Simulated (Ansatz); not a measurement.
## RuSi (P2_13) by several functionals

All numbers come from the PAW code Ansatz. Calculated for a static, non-magnetic cell.

RuSi (P2_13) from a database of computed structures, relaxed with r2SCAN. It is cubic, P2_13 (No. 198); conventional cell a = 4.705 Å, 13.02 Å³ an atom. Si is surrounded by 7 Ru at 2.38–2.70 Å; Ru is surrounded by 7 Si at 2.38–2.70 Å.

```cif
data_structure
_symmetry_space_group_name_H-M 'P 1'
_symmetry_Int_Tables_number 1
_cell_length_a 4.7048
_cell_length_b 4.7048
_cell_length_c 4.7048
_cell_angle_alpha 90.000
_cell_angle_beta 90.000
_cell_angle_gamma 90.000
_cell_volume 104.14
loop_
_atom_site_label
_atom_site_type_symbol
_atom_site_fract_x
_atom_site_fract_y
_atom_site_fract_z
_atom_site_occupancy
Si1 Si 0.16242 0.33758 0.66242 1
Si2 Si 0.33758 0.66242 0.16242 1
Si3 Si 0.66242 0.16242 0.33758 1
Si4 Si 0.83758 0.83758 0.83758 1
Ru1 Ru 0.87060 0.62940 0.37060 1
Ru2 Ru 0.62940 0.37060 0.87060 1
Ru3 Ru 0.37060 0.87060 0.62940 1
Ru4 Ru 0.12940 0.12940 0.12940 1
```

Relaxed lattice by functional, symmetry kept:

| functional | k mesh | a (Å) | volume (Å³/atom) |
| --- | --- | --- | --- |
| PBE | 6×6×6 | 4.736 | 13.28 |
| r2SCAN | 6×6×6 | 4.705 | 13.02 |

Band edges at fixed r2SCAN geometry:

| level | k mesh | gap (eV) | kind | edges | least direct gap (eV) | rough cost |
| --- | --- | --- | --- | --- | --- | --- |
| PBE+SOC | 6×6×6 | 0.16 | indirect | Γ–X (0.44) → (0, 0.232, 0.297) | 0.26 | 2.5 core-minutes |
| r2SCAN | 6×6×6 | 0.29 | indirect | Γ–X (0.44) → (0, 0.232, 0.297) | 0.41 | 40 core-seconds |
| HSE06 | 4×4×4 | 0.75 | indirect | Γ–X (0.50) → (0, 1/6, 1/3) | 0.95 | 6 core-minutes |
| PBE0 | 4×4×4 | 1.42 | indirect | Γ–X (0.50) → (0, 1/6, 1/3) | 1.63 | 6 core-minutes |

PBE+SOC: smearing of 0.02 eV; the others have fixed occupations.
Wave cutoffs: 420 eV, 500 eV (r2SCAN).
Points off the special ones are mesh points or PBE's searched band edges, reused at the other levels. PBE's own run along the path (0.24 eV) came before the search for the edges and missed one, so it isn't listed.
Costs come from shared machines and give only the order. The runs had 4 threads of Arm Neoverse V1, on a shared host.

With HSE06 the valence top lies at Γ–X (0.50 of the way from Γ) and the conduction bottom at k = (0, 1/6, 1/3), 0.75 eV higher; the smallest vertical gap, at k = (0, 1/6, 1/3), is 0.95 eV.

All these functionals give a gap of the same kind, indirect.

r2SCAN (ground state on 4×4×4): ε∞: 34.56 in all directions. Born charges, averaged over directions: Si +4.31, Ru -4.31 e.

Only the levels marked +SOC include spin-orbit coupling.

Coordinates of k points refer to the reciprocal vectors of the primitive cell of the runs.

The meshes of the hybrids are coarse, so their gaps aren't converged to the digits shown.
